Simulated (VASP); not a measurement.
# I (Im-3m) in VASP: notebook

Runs on I. Level: PBE. Tasks: single point.

All numbers are computed with VASP 6.6.1; they aren't measurements. Logs are shortened: lines on timing, memory, paths and dates and some standing lists are left out, and cuts for length are marked.

### Step 1. Starting point

Symmetry: Im-3m, No. 229, cubic system. The conventional cell has a = 4.179 Å, b = 4.179 Å, c = 4.179 Å, α = 90.00°, β = 90.00°, γ = 90.00°. Around I (site symmetry m-3m) lie 8 I at 3.62 Å.

The real solid is made of molecules; this cell is a model form.

### Step 2. Single point, PBE

Contents of INCAR:

```
SYSTEM = I
PREC = Accurate
ENCUT = 340
EDIFF = 1E-6
ISMEAR = 0
SIGMA = 0.05
LREAL = .FALSE.
LASPH = .TRUE.
NELM = 100
ALGO = Normal
ISIF = 2
LWAVE = .FALSE.
LCHARG = .FALSE.
GGA = PE
NBANDS = 10
ADDGRID = .FALSE.
```

Contents of KPOINTS:

```
Automatic mesh
0
G
  5 5 5
  0 0 0
```

Contents of POSCAR:

```
I
1.0
   -2.1240960000      2.1667550000      2.1089740000
    2.1114880000     -2.1329730000      2.0625830000
    2.0399160000      2.0487930000     -2.0751920000
I
1
Direct
    0.0126280000     -0.0160290000     -0.0040210000
```

Potentials or basis: VASP PAW PBE potentials, release 64 (I).

The run is started by

```bash
$ cat potpaw_PBE.64/I/POTCAR > POTCAR
$ mpirun -np 1 vasp_std > vasp.out
```

OUTCAR:

```text
SYSTEM = I
   PREC = Accurate
   ENCUT = 340
   EDIFF = 1E-6
   ISMEAR = 0
   LREAL = .FALSE.
   LASPH = .TRUE.
   NELM = 100
   ISIF = 2
   GGA = PE

 Found     63 irreducible k-points:

 Following reciprocal coordinates:
            Coordinates               Weight
  0.000000  0.000000  0.000000      1.000000
  0.200000  0.000000 -0.000000      2.000000
  0.400000  0.000000  0.000000      2.000000
 -0.000000  0.200000 -0.000000      2.000000
  0.200000  0.200000 -0.000000      2.000000
  0.400000  0.200000 -0.000000      2.000000
   k-points           NKPTS =     63   k-points in BZ     NKDIM =     63   number of bands    NBANDS=     10
   number of dos      NEDOS =    301   number of ions     NIONS =      1
   total plane-waves  NPLWV =  13824
   dimension x,y,z NGX =    24 NGY =   24 NGZ =   24
   dimension x,y,z NGXF=    48 NGYF=   48 NGZF=   48
   ions per type =               1
   NGX,Y,Z   is equivalent  to a cutoff of  10.80, 10.96, 11.21 a.u.
   NGXF,Y,Z  is equivalent  to a cutoff of  21.60, 21.91, 22.42 a.u.
 SYSTEM =  I
   PREC   = accura    normal or accurate (medium, high low for compatibility)
   ISTART =      0    job   : 0-new  1-cont  2-samecut
   ICHARG =      2    charge: 1-file 2-atom 10-const
   ISPIN  =      1    spin polarized calculation?
   LNONCOLLINEAR =      F non collinear calculations
   LSORBIT =      F    spin-orbit coupling
   LASPH  =      T    aspherical Exc in radial PAW
   ENCUT  =  340.0 eV  24.99 Ry    5.00 a.u.   5.56  5.48  5.35*2*pi/ulx,y,z
   NELM   =    100;   NELMIN=  2; NELMDL= -5     # of ELM steps
   EDIFF  = 0.1E-05   stopping-criterion for ELM
   LREAL  =      F    real-space projection
   EDIFFG = 0.1E-04   stopping-criterion for IOM
   NSW    =      0    number of steps for IOM
   IBRION =     -1    ionic relax: 0-MD 1-quasi-New 2-CG
   NFREE  =      0    steps in history (QN), initial steepest desc. (CG)
   ISIF   =      2    stress and relaxation
   ISYM   =      2    0-nonsym 1-usesym 2-fastsym
   POTIM  = 0.5000    time-step for ionic-motion
   TEBEG  =    0.0;   TEEND  =   0.0 temperature during run
   PSTRESS=    0.0 pullay stress
   NELECT =       7.0000    total number of electrons
   NUPDOWN=      -1.0000    fix difference up-down
   EMIN   =  10.00;   EMAX   =-10.00  energy-range for DOS
   EFERMI =   0.00;   METHOD = LEGACY
   ISMEAR =     0;   SIGMA  =   0.05  broadening in eV -4-tet -1-fermi 0-gaus
   EFERMI_NEDOS =   21; number of points for ismear=-14 and -15
   IALGO  =     38    algorithm
   IMIX   =      4    mixing-type and parameters
     AMIX     =   0.40;   BMIX     =  1.00
     AMIX_MAG =   1.60;   BMIX_MAG =  1.00
  volume/ion in A,a.u.               =      36.48       246.21
  Fermi-wavevector in a.u.,A,eV,Ry     =   0.944215  1.784308 12.130170  0.891542
  Thomas-Fermi vector in A             =   2.071998
   LORBIT       =      0    0 simple, 1 ext, 2 COOP (PROOUT), +10 PAW based schemes
   GGA     = PE    functional components
   LHFCALC =     F    Hartree Fock is set to
   AEXX    =    0.0000 exact exchange contribution
   IVDW    =     0    specifies the selected vdW correction
   LEPSILON=     F    determine dielectric tensor
   LRPA    =     F    only Hartree local field effects (RPA)
 non-spin polarized calculation
 Gauss-broadening in eV      SIGMA  =   0.05
  energy-cutoff  :      340.00
  volume of cell :       36.48
 maximum number of plane-waves:       533
 NGX is ok and might be reduce to    24

 number of electron       7.0000000 magnetization

 Free energy of the ion-electron system (eV)
  ---------------------------------------------------
  ext. energy  EPLUGINS =         0.00000000
  ---------------------------------------------------
  free energy    TOTEN  =        -1.13383657 eV

  energy without entropy =       -1.13013862  energy(sigma->0) =       -1.13198759

 E-fermi :   4.1680     XC(G=0):  -8.9217

 val. band max:        4.1586607007   @ k =  -0.0000   0.2000  -0.0000
 cond. band min:       4.1711420119   @ k =  -0.4000  -0.0000   0.2000
 fundamental gap:      0.0124813112
 Fermi energy:         4.1679829750

 k-point     1 :       0.0000    0.0000    0.0000
  band No.  band energies     occupation
      1      -9.1995      2.00000
      2       4.7394      0.00000
      3       4.8919      0.00000
      4       5.0023      0.00000
      5      10.9113      0.00000
      6      13.6048      0.00000
      7      13.7489      0.00000
      8      14.1839      0.00000
      9      16.0503      0.00000
     10      16.2715      0.00000

 k-point     2 :       0.2000    0.0000   -0.0000
  band No.  band energies     occupation
      1      -8.8196      2.00000
      2       2.7029      2.00000
      3       4.2686      0.00445
      4       4.8443      0.00000
      5      11.5114      0.00000
      6      12.5812      0.00000
      7      13.8960      0.00000
      8      15.4533      0.00000
      9      15.7246      0.00000
     10      15.8274      0.00000

 k-point     3 :       0.4000    0.0000    0.0000
  band No.  band energies     occupation
      1      -8.0482      2.00000
      2       0.1924      2.00000
      3       3.5239      2.00000
      4       4.6783      0.00000
      5      10.1591      0.00000
      6      11.5391      0.00000
      7      16.2256      0.00000
      8      16.3675      0.00000
      9      18.0639      0.00000
     10      19.1036      0.00000

 k-point     4 :      -0.0000    0.2000   -0.0000
  band No.  band energies     occupation
      1      -8.7973      2.00000
      2       2.7569      2.00000
      3       4.1587      1.20797
      4       4.7978      0.00000
      5      11.4779      0.00000
      6      12.4961      0.00000
      7      13.9662      0.00000
      8      15.2693      0.00000
      9      15.6951      0.00000
     10      15.8110      0.00000

 k-point     5 :       0.2000    0.2000   -0.0000
  band No.  band energies     occupation
      1      -8.1794      2.00000
      2       0.9574      2.00000
      3       3.0758      2.00000
      4       4.4400      0.00000
      5      11.4719      0.00000
      6      12.1758      0.00000
      7      14.2555      0.00000
      8      15.3680      0.00000
      9      17.8640      0.00000
     10      18.8892      0.00000

 k-point     6 :       0.4000    0.2000   -0.0000
  band No.  band energies     occupation
      1      -7.7683      2.00000
      2       0.2100      2.00000
      3       2.1170      2.00000
      4       4.2611      0.00846
      5      11.1761      0.00000
      6      12.6384      0.00000
      7      15.2898      0.00000
      8      16.0275      0.00000
      9      18.9505      0.00000
     10      20.0202      0.00000

 [... further k-points ...]

------------------------ aborting loop because EDIFF is reached ----------------------------------------

  FORCE on cell =-STRESS in cart. coord.  units (eV):
  Direction    XX          YY          ZZ          XY          YZ          ZX
  --------------------------------------------------------------------------------------
  -------------------------------------------------------------------------------------
  Total       -0.2390508     -0.1977962     -0.1876436     -0.8337434      0.3816352     -0.0750737
  in kB      -10.4976280     -8.6859808     -8.2401427    -36.6128404     16.7590525     -3.2967707
  external PRESSURE =      -9.1412505 kB  Pullay stress =       0.0000000 kB

 VOLUME and BASIS-vectors are now :
 -----------------------------------------------------------------------------
  energy-cutoff  :      340.00
  volume of cell :       36.48
      direct lattice vectors                 reciprocal lattice vectors
    -2.124096000  2.166755000  2.108974000     0.005496097  0.235420953  0.237828778
     2.111488000 -2.132973000  2.062583000     0.241671392  0.002899229  0.240425590
     2.039916000  2.048793000 -2.075192000     0.245788549  0.242134979 -0.001217987

 POSITION                                       TOTAL-FORCE (eV/Angst)
 -----------------------------------------------------------------------------------
      4.08253     -0.03087     -0.01069        -0.000000      0.000000      0.000000
 -----------------------------------------------------------------------------------
    total drift:                               -0.000001     -0.000000      0.000000

  FREE ENERGIE OF THE ION-ELECTRON SYSTEM (eV)
  ---------------------------------------------------
  free  energy   TOTEN  =        -1.1338365689 eV

  energy  without entropy=       -1.1301386177  energy(sigma->0) =       -1.13198759
```

Wall time 5.4 s (1 thread of Intel Xeon Platinum 8488C (Sapphire Rapids), shared host); peak memory 0.14 GiB.

These settings aren't checked as converged: the numbers below hold their error.

Results:

- Free energy: -1.1338 eV
- Pressure: -0.9 GPa
- Band gap on the k mesh: none (metal or under the smearing width)

Caveat: the k mesh is coarse (spacing up to 0.43 Å⁻¹), so the values aren't converged; an odd number of electrons without spin polarisation forces a metal; a magnetic or distorted state may lie lower.

### Step 3. Single point, PBE

This run uses another cell than the first one, of the same volume but with other edges.

INCAR: that of step 2 with these lines changed.

```diff
@@ -2,3 +2,3 @@
 PREC = Accurate
-ENCUT = 340
+ENCUT = 400
 EDIFF = 1E-6
```

KPOINTS is that of step 2.

Contents of POSCAR:

```
I
1.0
   -2.0893754423      2.0893754423      2.0893754423
    2.0893754423     -2.0893754423      2.0893754423
    2.0893754423      2.0893754423     -2.0893754423
I
1
Direct
    0.0000000000      0.0000000000      0.0000000000
```

Potentials or basis: VASP PAW PBE potentials, release 64 (I).

The run is started by

```bash
$ cat potpaw_PBE.64/I/POTCAR > POTCAR
$ mpirun -np 1 vasp_std > vasp.out
```

Run time: 2.2 s. Hardware: 1 thread of Intel Xeon Platinum 8488C (Sapphire Rapids), shared host; peak memory 0.13 GiB.

These settings aren't checked as converged: the numbers below hold their error.

Results:

```
Free energy            : -1.1169 eV
Pressure               : -1.0 GPa
Band gap on the k mesh : none (metal or under the smearing width)
```

Caveat: the k mesh is coarse (spacing up to 0.43 Å⁻¹), so the values aren't converged; an odd number of electrons without spin polarisation forces a metal; a magnetic or distorted state may lie lower.

### Step 4. Single point, PBE

INCAR is that of step 3.

KPOINTS is that of step 3.

Contents of POSCAR:

```
I
1.0
   -2.1240960000      2.1667550000      2.1089740000
    2.1114880000     -2.1329730000      2.0625830000
    2.0399160000      2.0487930000     -2.0751920000
I
1
Direct
    0.0126280000     -0.0160290000     -0.0040210000
```

The run is started by

```bash
$ cat potpaw_PBE.64/I/POTCAR > POTCAR
$ mpirun -np 1 vasp_std > vasp.out
```

It took 5.4 s on 1 thread of Intel Xeon Platinum 8488C (Sapphire Rapids), shared host; peak memory 0.14 GiB.

These settings aren't checked as converged: the numbers below hold their error.

What came out:

```yaml
Free_energy: -1.1338 eV
Pressure: -0.9 GPa
Band_gap_on_the_k_mesh: none (metal or under the smearing width)
```

Caveat: the k mesh is coarse (spacing up to 0.43 Å⁻¹), so the values aren't converged; an odd number of electrons without spin polarisation forces a metal; a magnetic or distorted state may lie lower.

### Step 5. Single point, PBE

This run uses another cell than the first one, of the same volume but with other edges.

INCAR: that of step 4 with these lines changed.

```diff
@@ -2,3 +2,3 @@
 PREC = Accurate
-ENCUT = 400
+ENCUT = 650
 EDIFF = 1E-6
```

Contents of KPOINTS:

```
Automatic mesh
0
G
  4 4 4
  0 0 0
```

Contents of POSCAR:

```
I
1.0
   -2.0893754423      2.0893754423      2.0893754423
    2.0893754423     -2.0893754423      2.0893754423
    2.0893754423      2.0893754423     -2.0893754423
I
1
Direct
    0.0000000000      0.0000000000      0.0000000000
```

The run is started by

```bash
$ cat potpaw_PBE.64/I/POTCAR > POTCAR
$ mpirun -np 1 vasp_std > vasp.out
```

It took 3.7 s on 1 thread of Intel Xeon Platinum 8488C (Sapphire Rapids), shared host; peak memory 0.16 GiB.

These settings aren't checked as converged: the numbers below hold their error.

What came out:

* Free energy: -1.1395 eV
* Pressure: -0.6 GPa
* Band gap on the k mesh: none (metal or under the smearing width)

Caveat: the k mesh is coarse (spacing up to 0.53 Å⁻¹), so the values aren't converged; an odd number of electrons without spin polarisation forces a metal; a magnetic or distorted state may lie lower.

### Step 6. The reference run

An earlier run on the cell as given: functional PBE; potentials or basis VASP PAW PBE potentials, release 64 (I); cutoff 520 eV; k mesh 9 × 9 × 9; occupations fermi-dirac, width 0.05 eV; no spin polarisation.

* Pressure: -0.2 GPa
* Band gap on the k mesh: none (metal or under the smearing width)
